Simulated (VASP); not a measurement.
# CoSn (P6/mmm) in VASP: a series of runs

Aim: see how the results for CoSn move with the level of theory and the settings. Levels: LDA, r2SCAN. Tasks: relaxation of cell and atoms.

Everything below comes from runs of VASP 6.6.1. Logs are shortened: lines on timing, memory, paths and dates and some standing lists are left out, and cuts for length are marked.

### 1 The crystal as given

The structure is hexagonal, space group P6/mmm (No. 191). Conventional cell: a = 5.246 Å, b = 5.246 Å, c = 4.188 Å, α = 90.00°, β = 90.00°, γ = 120.00°. Co (site symmetry mmm) is surrounded by 6 Sn at 2.58 to 2.62 Å and 4 Co at 2.62 Å. Sn (site symmetry -6m2) is surrounded by 6 Co at 2.58 Å. Around Sn (site symmetry 6/mmm) lie 6 Co at 2.62 Å.

The cell is a database's computed one.

### 2 Relaxation of cell and atoms, LDA

Input file INCAR:

```
SYSTEM = CoSn
PREC = Accurate
ENCUT = 600
EDIFF = 1E-6
ISMEAR = 1
SIGMA = 0.1
LREAL = .False.
LASPH = .True.
NELM = 80
ALGO = Normal
ISIF = 3
LWAVE = .False.
LCHARG = .False.
GGA = CA
IBRION = 2
NSW = 90
EDIFFG = -0.01
KPAR = 2
```

Input file KPOINTS:

```
regular mesh
0
Gamma
  9 9 9
  0 0 0
```

Input file POSCAR:

```
CoSn
1.0
    5.2460399276      0.0000000000      0.0000000000
   -2.6230199638      4.5432038466      0.0000000000
    0.0000000000      0.0000000000      4.1875903000
Co Sn
3 3
Direct
    0.0000000000      0.5000000000      0.0000000000
    0.5000000000      0.5000000000      0.0000000000
    0.5000000000      0.0000000000      0.0000000000
    0.6666666700      0.3333333300      0.5000000000
    0.3333333300      0.6666666700      0.5000000000
    0.0000000000      0.0000000000      0.0000000000
```

Potentials or basis: VASP PAW LDA potentials, release 64 (Co, Sn_d).

Started as:

```console
$ cat potpaw_LDA.64/Co/POTCAR potpaw_LDA.64/Sn_d/POTCAR > POTCAR
$ mpirun -np 2 vasp_std > vasp.out
```

OUTCAR:

```text
SYSTEM = CoSn
   PREC = Accurate
   ENCUT = 600
   EDIFF = 1E-6
   ISMEAR = 1
   LREAL = .False.
   LASPH = .True.
   NELM = 80
   ISIF = 3
   GGA = CA
   IBRION = 2
   NSW = 90
   EDIFFG = -0.01

 ion  position               nearest neighbor table
   1  0.000  0.500  0.000-   4 2.58   5 2.58   4 2.58   5 2.58   2 2.62   2 2.62   6 2.62   6 2.62
                             3 2.62   3 2.62
   2  0.500  0.500  0.000-   4 2.58   5 2.58   4 2.58   5 2.58   1 2.62   1 2.62   6 2.62   3 2.62
                             3 2.62   6 2.62
   3  0.500  0.000  0.000-   4 2.58   5 2.58   4 2.58   5 2.58   6 2.62   6 2.62   1 2.62   2 2.62
                             2 2.62   1 2.62
   4  0.667  0.333  0.500-   1 2.58   1 2.58   3 2.58   3 2.58   2 2.58   2 2.58   5 3.03   5 3.03
                             5 3.03   6 3.68   6 3.68   6 3.68   6 3.68   6 3.68   6 3.68
   5  0.333  0.667  0.500-   1 2.58   1 2.58   3 2.58   3 2.58   2 2.58   2 2.58   4 3.03   4 3.03
                             4 3.03   6 3.68   6 3.68   6 3.68   6 3.68   6 3.68   6 3.68
   6  0.000  0.000  0.000-   3 2.62   3 2.62   1 2.62   1 2.62   2 2.62   2 2.62   5 3.68   4 3.68
                             5 3.68   4 3.68   4 3.68   5 3.68   5 3.68   4 3.68   5 3.68   5 3.68

  LATTYP: Found a hexagonal cell.
 ALAT       =     5.2460399276
 C/A-ratio  =     0.7982383584

  Lattice vectors:

 A1 = (   5.2460399276,   0.0000000000,   0.0000000000)
 A2 = (  -2.6230199638,   4.5432038466,   0.0000000000)
 A3 = (   0.0000000000,   0.0000000000,   4.1875903000)

Analysis of symmetry for initial positions (statically):
=====================================================================
 Subroutine PRICEL returns:
 Original cell was already a primitive cell.

 Routine SETGRP: Setting up the symmetry group for a
 hexagonal supercell.

 Subroutine GETGRP returns: Found 24 space group operations
 (whereof 24 operations were pure point group operations)
 out of a pool of 24 trial point group operations.

The static configuration has the point symmetry D_6h.

Analysis of symmetry for dynamics (positions and initial velocities):
=====================================================================
 Subroutine PRICEL returns:
 Original cell was already a primitive cell.

 Routine SETGRP: Setting up the symmetry group for a
 hexagonal supercell.

 Subroutine GETGRP returns: Found 24 space group operations
 (whereof 24 operations were pure point group operations)
 out of a pool of 24 trial point group operations.

The dynamic configuration has the point symmetry D_6h.

 Subroutine INISYM returns: Found 24 space group operations
 (whereof 24 operations are pure point group operations),
 and found     1 'primitive' translations

----------------------------------------------------------------------------------------

                                     Primitive cell

  volume of cell :      99.8063

  direct lattice vectors                    reciprocal lattice vectors
     5.246039928  0.000000000  0.000000000     0.190619975  0.110054494  0.000000000
    -2.623019964  4.543203847  0.000000000     0.000000000  0.220108988  0.000000000
     0.000000000  0.000000000  4.187590300     0.000000000  0.000000000  0.238800821

  length of vectors
     5.246039928  5.246039928  4.187590300     0.220108988  0.220108988  0.238800821

  position of ions in fractional coordinates (direct lattice)
     0.000000000  0.500000000  0.000000000
     0.500000000  0.500000000  0.000000000
     0.500000000  0.000000000  0.000000000
     0.666666670  0.333333330  0.500000000
     0.333333330  0.666666670  0.500000000
     0.000000000  0.000000000  0.000000000

  ion indices of the primitive-cell ions
   primitive index   ion index
                 1           1
                 2           2
                 3           3
                 4           4
                 5           5
                 6           6

----------------------------------------------------------------------------------------

 KPOINTS: regular mesh

Automatic generation of k-mesh.
 Grid dimensions read from file:
 generate k-points for:    9    9    9

 Generating k-lattice:

  Cartesian coordinates                     Fractional coordinates (reciprocal lattice)
     0.021179997  0.012228277  0.000000000     0.111111111  0.000000000  0.000000000
     0.000000000  0.024456554  0.000000000     0.000000000  0.111111111  0.000000000
     0.000000000  0.000000000  0.026533425     0.000000000  0.000000000  0.111111111

  Length of vectors
     0.024456554  0.024456554  0.026533425

  Shift w.r.t. Gamma in fractional coordinates (k-lattice)
     0.000000000  0.000000000  0.000000000

 Subroutine IBZKPT returns following result:
 ===========================================

 Found     60 irreducible k-points:

 Following reciprocal coordinates:
            Coordinates               Weight
  0.000000  0.000000  0.000000      1.000000
  0.111111 -0.000000  0.000000      6.000000
  0.222222  0.000000  0.000000      6.000000
  0.333333  0.000000  0.000000      6.000000
  0.444444  0.000000  0.000000      6.000000
  0.111111  0.111111  0.000000      6.000000
[... 16 lines left out ...]
  0.333333  0.222222  0.111111     24.000000
  0.333333  0.333333  0.111111      4.000000
 [... further k-points ...]
   k-points           NKPTS =     60   k-points in BZ     NKDIM =     60   number of bands    NBANDS=     41
   number of dos      NEDOS =    301   number of ions     NIONS =      6
   total plane-waves  NPLWV =  63504
   dimension x,y,z NGX =    42 NGY =   42 NGZ =   36
   dimension x,y,z NGXF=    84 NGYF=   84 NGZF=   72
   ions per type =               3   3
   NGX,Y,Z   is equivalent  to a cutoff of  13.31, 13.31, 14.29 a.u.
   NGXF,Y,Z  is equivalent  to a cutoff of  26.62, 26.62, 28.58 a.u.
 SYSTEM =  CoSn
   PREC   = accura    normal or accurate (medium, high low for compatibility)
   ISTART =      0    job   : 0-new  1-cont  2-samecut
   ICHARG =      2    charge: 1-file 2-atom 10-const
   ISPIN  =      1    spin polarized calculation?
   LNONCOLLINEAR =      F non collinear calculations
   LSORBIT =      F    spin-orbit coupling
   LASPH  =      T    aspherical Exc in radial PAW
   ENCUT  =  600.0 eV  44.10 Ry    6.64 a.u.  10.48 10.48  8.36*2*pi/ulx,y,z
   NELM   =     80;   NELMIN=  2; NELMDL= -5     # of ELM steps
   EDIFF  = 0.1E-05   stopping-criterion for ELM
   LREAL  =      F    real-space projection
   EDIFFG = -.1E-01   stopping-criterion for IOM
   NSW    =     90    number of steps for IOM
   IBRION =      2    ionic relax: 0-MD 1-quasi-New 2-CG
   NFREE  =      1    steps in history (QN), initial steepest desc. (CG)
   ISIF   =      3    stress and relaxation
   ISYM   =      2    0-nonsym 1-usesym 2-fastsym
   POTIM  = 0.5000    time-step for ionic-motion
   TEBEG  =    0.0;   TEEND  =   0.0 temperature during run
   PSTRESS=    0.0 pullay stress
   NELECT =      69.0000    total number of electrons
   NUPDOWN=      -1.0000    fix difference up-down
   EMIN   =  10.00;   EMAX   =-10.00  energy-range for DOS
   EFERMI =   0.00;   METHOD = LEGACY
   ISMEAR =     1;   SIGMA  =   0.10  broadening in eV -4-tet -1-fermi 0-gaus
   EFERMI_NEDOS =   21; number of points for ismear=-14 and -15
   IALGO  =     38    algorithm
   IMIX   =      4    mixing-type and parameters
     AMIX     =   0.40;   BMIX     =  1.00
     AMIX_MAG =   1.60;   BMIX_MAG =  1.00
  volume/ion in A,a.u.               =      16.63       112.25
  Fermi-wavevector in a.u.,A,eV,Ry     =   1.447567  2.735504 28.510312  2.095449
  Thomas-Fermi vector in A             =   2.565507
   LORBIT       =      0    0 simple, 1 ext, 2 COOP (PROOUT), +10 PAW based schemes
   GGA     = CA    functional components
   LHFCALC =     F    Hartree Fock is set to
   AEXX    =    0.0000 exact exchange contribution
   IVDW    =     0    specifies the selected vdW correction
   LEPSILON=     F    determine dielectric tensor
   LRPA    =     F    only Hartree local field effects (RPA)
 conjugate gradient relaxation of ions
 non-spin polarized calculation
 Methfessel and Paxton  Order N= 1 SIGMA  =   0.10
  energy-cutoff  :      600.00
  volume of cell :       99.81
 maximum number of plane-waves:      3377
 NGX is ok and might be reduce to    42
   NGX = 21   NGY = 21   NGZ = 17

--------------------------------------- Ionic step        1  -------------------------------------------

 number of electron      69.0000021 magnetization

 Free energy of the ion-electron system (eV)
  ---------------------------------------------------
  ext. energy  EPLUGINS =         0.00000000
  ---------------------------------------------------
  free energy    TOTEN  =       -39.03982971 eV

  energy without entropy =      -39.04228436  energy(sigma->0) =      -39.04064793

 E-fermi :   9.8676     XC(G=0): -12.1384

 val. band max:        9.8648195042   @ k =   0.2222   0.2222   0.3333
 cond. band min:       9.8685623966   @ k =   0.1111  -0.0000   0.4444
 fundamental gap:      0.0037428923
 Fermi energy:         9.8675851582

 k-point     1 :       0.0000    0.0000    0.0000
  band No.  band energies     occupation
      1     -11.5034      2.00000
      2     -11.4106      2.00000
      3     -11.4106      2.00000
      4     -11.3922      2.00000
      5     -11.3922      2.00000
      6     -11.3170      2.00000
[... 1045 lines left out ...]
     40      14.2968      0.00000
     41      14.2968      0.00000

 [... further k-points ...]

------------------------ aborting loop because EDIFF is reached ----------------------------------------

  FORCE on cell =-STRESS in cart. coord.  units (eV):
  Direction    XX          YY          ZZ          XY          YZ          ZX
  --------------------------------------------------------------------------------------
  -------------------------------------------------------------------------------------
  Total       -3.5740350     -3.5740350     -3.9074413      0.0000000      0.0000000      0.0000000
  in kB      -57.3735057    -57.3735057    -62.7256318      0.0000000      0.0000000      0.0000000
  external PRESSURE =     -59.1575477 kB  Pullay stress =       0.0000000 kB
[... 185 lines left out ...]
  energy  without entropy=      -39.1216077225  energy(sigma->0) =      -39.12034855

--------------------------------------- Ionic step        6  -------------------------------------------

 number of electron      69.0000003 magnetization

 Free energy of the ion-electron system (eV)
  ---------------------------------------------------
  ext. energy  EPLUGINS =         0.00000000
  ---------------------------------------------------
  free energy    TOTEN  =       -39.11972788 eV

  energy without entropy =      -39.12163503  energy(sigma->0) =      -39.12036360

 E-fermi :  10.4677     XC(G=0): -12.3610

 val. band max:       10.4645771398   @ k =   0.2222   0.2222   0.3333
 cond. band min:      10.4839590382   @ k =   0.1111  -0.0000   0.3333
 fundamental gap:      0.0193818984
 Fermi energy:        10.4676569362

 k-point     1 :       0.0000    0.0000    0.0000
  band No.  band energies     occupation
      1     -10.9185      2.00000
      2     -10.8446      2.00000
      3     -10.8446      2.00000
      4     -10.8044      2.00000
      5     -10.8044      2.00000
      6     -10.7587      2.00000
[... 1045 lines left out ...]
     40      15.1245      0.00000
     41      15.1245      0.00000

 [... further k-points ...]

------------------------ aborting loop because EDIFF is reached ----------------------------------------

  FORCE on cell =-STRESS in cart. coord.  units (eV):
  Direction    XX          YY          ZZ          XY          YZ          ZX
  --------------------------------------------------------------------------------------
  -------------------------------------------------------------------------------------
  Total        0.0236456      0.0236456     -0.0098638      0.0000000      0.0000000     -0.0000000
  in kB        0.3957423      0.3957423     -0.1650849      0.0000000      0.0000000     -0.0000000
  external PRESSURE =       0.2087999 kB  Pullay stress =       0.0000000 kB
[... 21 lines left out ...]
  FREE ENERGIE OF THE ION-ELECTRON SYSTEM (eV)
  ---------------------------------------------------
  free  energy   TOTEN  =       -39.1197278818 eV

  energy  without entropy=      -39.1216350275  energy(sigma->0) =      -39.12036360

 reached required accuracy - stopping structural energy minimisation
```

Run time: 8.1 min. Hardware: 2 MPI ranks of Intel Xeon 6975P-C (Granite Rapids), shared host; peak memory 0.36 GiB.

What came out:

```
Free energy                            : -39.1197 eV
Relaxed volume                         : 15.95 Å³/atom
Relaxed cell                           : a = 5.177 Å, b = 5.177 Å, c = 4.124 Å, α = 90.00°, β = 90.00°, γ = 120.00°
Space group after relaxing (to 0.05 Å) : P6/mmm (No. 191)
Energy gained by relaxing              : 13.3 meV/atom
Ionic steps                            : 6
Pressure after relaxing                : 0.0 GPa
Band gap on the k mesh                 : none (metal or under the smearing width)
```

Step by step:
| step | energy change (eV) | largest force (eV/Å) | pressure (GPa) | volume (Å³) |
| --- | --- | --- | --- | --- |
| 1 | 0.0000 | 0.0000 | -5.92 | 99.81 |
| 2 | 0.0351 | 0.0000 | 8.60 | 91.19 |
| 3 | -0.0798 | 0.0000 | -0.04 | 95.73 |
| 4 | -0.0798 | 0.0000 | 0.09 | 95.65 |
| 5 | -0.0799 | 0.0000 | -0.11 | 95.76 |
| 6 | -0.0799 | 0.0000 | 0.02 | 95.73 |

Final structure:
```
CELL_PARAMETERS angstrom
5.17717 0.00000 0.00000
-2.58859 4.48356 0.00000
0.00000 0.00000 4.12413
ATOMIC_POSITIONS crystal
Co 0.00000 0.50000 0.00000
Co 0.50000 0.50000 0.00000
Co 0.50000 0.00000 0.00000
Sn 0.66667 0.33333 0.50000
Sn 0.33333 0.66667 0.50000
Sn 0.00000 0.00000 0.00000
```

### 3 Relaxation of cell and atoms, LDA

This run uses another cell than the first one, of 15.95 Å³/atom, 0.959 times its volume.

Edit INCAR of step 2 so:

```diff
@@ -3,3 +3,3 @@
 ENCUT = 600
-EDIFF = 1E-6
+EDIFF = 1E-7
 ISMEAR = 1
@@ -16,3 +16,3 @@
 NSW = 90
-EDIFFG = -0.01
+EDIFFG = -0.005
 KPAR = 2
```

KPOINTS is that of step 2.

Input file POSCAR:

```
CoSn                                    
1.0
    5.1771713181      0.0000000000      0.0000000000
   -2.5885856590      4.4835618812     -0.0000000000
    0.0000000000      0.0000000000      4.1241263144
  Co              Sn            
     3     3
Direct
     0.0000000000000000    0.5000000000000000    1.0000000000000000
     0.5000000000000000    0.5000000000000000    1.0000000000000000
     0.5000000000000000    1.0000000000000000    1.0000000000000000
     0.6666666699999979    0.3333333300000021    0.5000000000000000
     0.3333333300000021    0.6666666699999979    0.5000000000000000
     0.0000000000000000    1.0000000000000000    1.0000000000000000
```

Potentials or basis: VASP PAW LDA potentials, release 64 (Co, Sn_d).

Started as:

```console
$ cat potpaw_LDA.64/Co/POTCAR potpaw_LDA.64/Sn_d/POTCAR > POTCAR
$ mpirun -np 2 vasp_std > vasp.out
```

Run time: 3.6 min. Hardware: 2 MPI ranks of Intel Xeon 6975P-C (Granite Rapids), shared host; peak memory 0.34 GiB.

Results (log left out):

* Free energy: -39.1186 eV
* Relaxed volume: 15.95 Å³/atom
* Relaxed cell: a = 5.177 Å, b = 5.177 Å, c = 4.123 Å, α = 90.00°, β = 90.00°, γ = 120.00°
* Space group after relaxing (to 0.05 Å): P6/mmm (No. 191)
* Energy gained by relaxing: 0.0 meV/atom
* Ionic steps: 2
* Pressure after relaxing: 0.0 GPa
* Band gap on the k mesh: none (metal or under the smearing width)

Final structure:
```cif
data_structure
_symmetry_space_group_name_H-M 'P 1'
_symmetry_Int_Tables_number 1
_cell_length_a 5.1769
_cell_length_b 5.1769
_cell_length_c 4.1226
_cell_angle_alpha 90.000
_cell_angle_beta 90.000
_cell_angle_gamma 120.000
_cell_volume 95.69
loop_
_atom_site_label
_atom_site_type_symbol
_atom_site_fract_x
_atom_site_fract_y
_atom_site_fract_z
_atom_site_occupancy
Co1 Co 0.00000 0.50000 0.00000 1
Co2 Co 0.50000 0.50000 0.00000 1
Co3 Co 0.50000 0.00000 0.00000 1
Sn1 Sn 0.66667 0.33333 0.50000 1
Sn2 Sn 0.33333 0.66667 0.50000 1
Sn3 Sn 0.00000 0.00000 0.00000 1
```

Levels at points of the mesh, in eV from the Fermi level:
| k point | band 30 | band 31 | band 32 | band 33 | band 34 | band 35 | band 36 | band 37 | band 38 | band 39 |
| --- | --- | --- | --- | --- | --- | --- | --- | --- | --- | --- |
| (0.00, 0.00, 0.00) | -0.48 | -0.45 | -0.45 | -0.43 | -0.43 | 0.53 | 0.73 | 1.48 | 1.48 | 3.15 |

### 4 Relaxation of cell and atoms, r2SCAN

Input file INCAR:

```
PREC = Accurate ; ENCUT = 600
EDIFF = 1E-6 ; ISMEAR = 1
SIGMA = 0.1 ; LREAL = False
LASPH = True ; NELM = 80
ALGO = Normal ; ISIF = 3
LWAVE = False ; LCHARG = False
METAGGA = R2SCAN ; LMIXTAU = True
IBRION = 2 ; NSW = 90
EDIFFG = -0.01 ; KPAR = 2
```

Input file KPOINTS:

```
regular mesh
0
Gamma
  9 9 9
```

Input file POSCAR:

```
CoSn
1.0
    5.2460399276      0.0000000000      0.0000000000
   -2.6230199638      4.5432038466      0.0000000000
    0.0000000000      0.0000000000      4.1875903000
Co Sn
3 3
Direct
    0.0000000000      0.5000000000      0.0000000000
    0.5000000000      0.5000000000      0.0000000000
    0.5000000000      0.0000000000      0.0000000000
    0.6666666700      0.3333333300      0.5000000000
    0.3333333300      0.6666666700      0.5000000000
    0.0000000000      0.0000000000      0.0000000000
```

Potentials or basis: VASP PAW PBE potentials, release 64 (Co, Sn_d).

Started as:

```console
$ cat potpaw_PBE.64/Co/POTCAR potpaw_PBE.64/Sn_d/POTCAR > POTCAR
$ mpirun -np 2 vasp_std > vasp.out
```

Wall time 5.6 min (2 MPI ranks of Intel Xeon 6975P-C (Granite Rapids), shared host); peak memory 0.42 GiB.

Results (log left out):

| Item | Value |
| --- | --- |
| Free energy | -113.6590 eV |
| Pressure after relaxing | 0.0 GPa |
| Band gap on the k mesh | none (metal or under the smearing width) |

Final structure:
```
Co Sn
1.0
     5.24604    0.00000    0.00000
    -2.62302    4.54320    0.00000
     0.00000    0.00000    4.18759
Co Sn
3 3
Direct
  0.00000 0.50000 0.00000
  0.50000 0.50000 0.00000
  0.50000 0.00000 0.00000
  0.66667 0.33333 0.50000
  0.33333 0.66667 0.50000
  0.00000 0.00000 0.00000
```

Levels at points of the mesh, in eV from the Fermi level:
| k point | band 31 | band 32 | band 33 | band 34 | band 35 | band 36 | band 37 | band 38 |
| --- | --- | --- | --- | --- | --- | --- | --- | --- |
| (0.00, 0.00, 0.00) | -0.53 | -0.53 | -0.47 | -0.47 | 0.67 | 0.72 | 1.51 | 1.51 |

Caveat: the relaxation stopped at its first step, so nothing moved; the PAW data sets were made with another functional, which shifts forces and pressure a little. Spin polarisation is off, so any magnetic state and its effect on volume and gap are missing.

[end of part 1 of 2]
